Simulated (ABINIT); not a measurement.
# CdSe (Cadmoselite) (P6_3mc) in ABINIT: settings compared, part 2 of 2

ABINIT 10.8.3 (patched build). Earlier steps stand in the parts before.

## (3) Single point, LDA

File run.abi:

```
# Pseudopotentials
pp_dirpath "./"
pseudos "Cd_sc.hgh, Se.hgh"

# Structure
acell 4.3 4.3 7.02 Angstrom
rprim
     1.0000000000     0.0000000000     0.0000000000
    -0.5000000000     0.8660254038     0.0000000000
     0.0000000000     0.0000000000     1.0000000000
ntypat 2
znucl 48 34
natom 4
typat 1 1 2 2
xred
     0.6666666667     0.3333333333     0.5000000000
     0.3333333333     0.6666666667     0.0000000000
     0.6666666667     0.3333333333     0.8850000000
     0.3333333333     0.6666666667     0.3850000000

# Plane-wave basis
ecut 489.804952 eV

# k points
kptopt 1
ngkpt 5 5 3
nshiftk 1
shiftk 0.0 0.0 0.0

# Exchange and correlation
ixc 7

# Bands and occupations
nband 22
occopt 3
tsmear 0.00183747

# SCF cycle
nstep 100
tolvrs 1.0e-10

# Output
iomode 3
prtwf 0
prtden 0
prteig 0
prtebands 0
```

Potentials or basis: HGH LDA semicore.

Started as:

```bash
$ abinit run.abi > log 2>&1
```

Run time: 11 s. Hardware: 1 thread of AMD EPYC 9R45 (Zen 5), shared host; peak memory 0.07 GiB.

The run converged. Its results:

| Quantity | Value |
| --- | --- |
| Free energy | -2978.7559 eV |
| Largest force | 0.238 eV/Å |
| Band gap on the k mesh | 0.22 eV, direct |
| Valence electrons inside the program's atomic spheres | Cd 9.10; Se 3.28 |

Forces in eV/Å, atoms in the order of the input:
```
Cd   0.000  0.000  0.238
Cd   0.000  0.000  0.238
Se   0.000  0.000 -0.238
Se   0.000  0.000 -0.238
```

Levels at points of the mesh, in eV from the valence-band top:
| k point | band 16 | band 17 | band 18 | band 19 | band 20 | band 21 |
| --- | --- | --- | --- | --- | --- | --- |
| (0.00, 0.00, 0.00) | -0.06 | 0.00 | 0.00 | 0.22 | 1.67 | 5.55 |

Caveat: HGH potentials are hard and often keep d shells in the core, so these values are rough. Expect the measured gap to be larger: semilocal functionals such as LDA lack the derivative discontinuity.

## (4) Single point, PBE

File run.abi:

```
pp_dirpath "./"
pseudos "Cd.upf, Se.upf"

acell 3*1.0 Angstrom
rprim
     4.3000000000     0.0000000000     0.0000000000
    -2.1500000000     3.7239092363     0.0000000000
     0.0000000000     0.0000000000     7.0200000000
ntypat 2
znucl 48 34
natom 4
typat 1 1 2 2
xred
     0.6666666667     0.3333333333     0.5000000000
     0.3333333333     0.6666666667     0.0000000000
     0.6666666667     0.3333333333     0.8850000000
     0.3333333333     0.6666666667     0.3850000000

ecut 1387.780699 eV

kptopt 1
ngkpt 5 5 3
nshiftk 1
shiftk 0.0 0.0 0.0

ixc 11

nband 44
occopt 3
tsmear 0.05 eV

nstep 100
tolvrs 1.0e-10

iomode 3
prtwf 0
prteig 0
prtebands 0
enunit 1
prtvol 2
prtden 1
prtvha 1
prtvclmb 1
prtpot 1
prtelf 1
```

Potentials or basis: PseudoDojo NC SR PBE v0.4.1 standard.

Started as:

```bash
$ abinit run.abi > log 2>&1
```

run.abo:

```text
.Version 10.8.3 of ABINIT
 Symmetries : space group P6_3 m c (#186); Bravais hP (primitive hexag.)
================================================================================
 Values of the parameters that define the memory need of the present run
     intxc =       0    ionmov =       0      iscf =       7    lmnmax =       6
     lnmax =       6     mgfft =      90  mpssoang =       3    mqgrid =    4265
     natom =       4  nloc_mem =       1    nspden =       1   nspinor =       1
    nsppol =       1      nsym =      12    n1xccc =    2501    ntypat =       2
    occopt =       3   xclevel =       2
       mpw =       13217          nfft =      262440          nkpt =          10
================================================================================
================================================================================

--------------------------------------------------------------------------------
------------- Echo of variables that govern the present computation ------------
[... 389 lines left out ...]
            acell      1.8897261259E+00  1.8897261259E+00  1.8897261259E+00 Bohr
           etotal     -5.9322908962E+02
            fcart     -0.0000000000E+00 -0.0000000000E+00  5.5970111434E-03
                      -0.0000000000E+00 -0.0000000000E+00  5.5970111434E-03
                      -2.6509516059E-28 -1.5305276233E-28 -5.5970111434E-03
                       2.6509516059E-28  1.5305276233E-28 -5.5970111434E-03
            rprim      4.3000000000E+00  0.0000000000E+00  0.0000000000E+00
                      -2.1500000000E+00  3.7239092363E+00  0.0000000000E+00
                       0.0000000000E+00  0.0000000000E+00  7.0200000000E+00
           strten     -1.2736660528E-04 -1.2736660547E-04 -5.5741843359E-05
                       0.0000000000E+00  0.0000000000E+00  0.0000000000E+00
           xangst      2.1500000000E+00  1.2413030788E+00  3.5100000000E+00
                       7.7101942769E-17  2.4826061575E+00  0.0000000000E+00
                       2.1500000000E+00  1.2413030788E+00  6.2127000000E+00
                       7.7101942769E-17  2.4826061575E+00  2.7027000000E+00
             xred      6.6666666667E-01  3.3333333333E-01  5.0000000000E-01
                       3.3333333333E-01  6.6666666667E-01  0.0000000000E+00
                       6.6666666667E-01  3.3333333333E-01  8.8500000000E-01
                       3.3333333333E-01  6.6666666667E-01  3.8500000000E-01
 Calculation completed.
```

Wall time 8.5 min (1 thread of Intel Xeon Platinum 8259CL at 2.50GHz (Skylake/Cascade Lake), shared host); peak memory 0.22 GiB.

What came out:

```
Free energy                                           : -16142.5859 eV
Largest force                                         : 0.288 eV/Å
Band gap on the k mesh                                : 0.70 eV, direct
Valence electrons inside the program's atomic spheres : Cd 17.17; Se 13.26
```

Forces in eV/Å, atoms in the order of the input:
```
Cd   0.000  0.000  0.288
Cd   0.000  0.000  0.288
Se   0.000  0.000 -0.288
Se   0.000  0.000 -0.288
```

## (5) Single point, LDA

Edit run.abi of step 4 so:

```diff
@@ -18,3 +18,3 @@
 
-ecut 1387.780699 eV
+ecut 47.0
 
@@ -25,3 +25,3 @@
 
-ixc 11
+ixc 7
 
@@ -29,3 +29,3 @@
 occopt 3
-tsmear 0.05 eV
+tsmear 0.00183747
 
@@ -38,4 +38,2 @@
 prtebands 0
-enunit 1
-prtvol 2
 prtden 1
```

Potentials or basis: PseudoDojo NC SR LDA v0.4.1 standard.

Started as:

```bash
$ abinit run.abi > log 2>&1
```

It took 5.7 min on 1 thread of Arm Neoverse V1, shared host; peak memory 0.19 GiB.

It converged, with:

| Property | Result |
| --- | --- |
| Free energy | -16136.6862 eV |
| Largest force | 0.259 eV/Å |
| Band gap on the k mesh | 0.42 eV, direct |
| Valence electrons inside the program's atomic spheres | Cd 17.16; Se 13.25 |

Forces in eV/Å, atoms in the order of the input:
```
Cd   0.000  0.000  0.259
Cd   0.000  0.000  0.259
Se   0.000  0.000 -0.259
Se   0.000  0.000 -0.259
```

Levels at points of the mesh, in eV from the valence-band top:
```tsv
k point	band 33	band 34	band 35	band 36	band 37	band 38	band 39	band 40
(0.00, 0.00, 0.00)	-0.73	-0.02	0.00	0.00	0.42	1.90	5.75	5.75
```

## (6) How close it comes

Step 4. A measured gap of CdSe is 1.841 eV (2 K; a printed reference work, data compilation); the calculated 0.70 eV misses it by -1.14 eV. So large a miss can be the level of theory's own, or it may mean another phase, state or a wrong row. Spin-orbit coupling on Cd, Se is left out. The value is that of PBE, without temperature or zero-point motion. Semilocal functionals fall short of measured gaps as a rule.

Step 5. A measured gap of CdSe is 1.841 eV (2 K; a printed reference work, data compilation); the calculated 0.42 eV misses it by -1.42 eV. So large a miss can be the level of theory's own, or it may mean another phase, state or a wrong row. Spin-orbit coupling on Cd, Se is left out. The value is that of LDA, without temperature or zero-point motion. Semilocal functionals fall short of measured gaps as a rule.
